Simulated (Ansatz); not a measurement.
Crystal: NaH.

```
Na H
1.0
     0.00000    2.44000    2.44000
     2.44000    0.00000    2.44000
     2.44000    2.44000    0.00000
Na H
1 1
Direct
  0.00000 0.00000 0.00000
  0.50000 0.50000 0.50000
```

Base run:

```yaml
Program: Ansatz 0.2.0
Functional: PBE0
Potentials_or_basis: all-electron PAW datasets made for the crystal
Cutoff: 180 eV (chosen from the basis error)
k_mesh: 6 × 6 × 6
Occupations: fermi-dirac, width 0.05 eV
Spin: no spin polarisation
```

Its results: band gap on the k mesh 5.51 eV, indirect (least direct gap 6.41 eV); pressure -1.0 GPa.

The run is repeated on the same cell with these changes: functional from PBE0 to PBE; cutoff from 180 eV (chosen from the basis error) to 160 eV (chosen from the basis error). What comes out?

Band gap on the k mesh 3.76 eV, indirect (least direct gap 4.56 eV); pressure -0.6 GPa.

PBE0 gives the wider gap, since exact exchange removes part of the self-interaction.

A k mesh can miss the band edges.
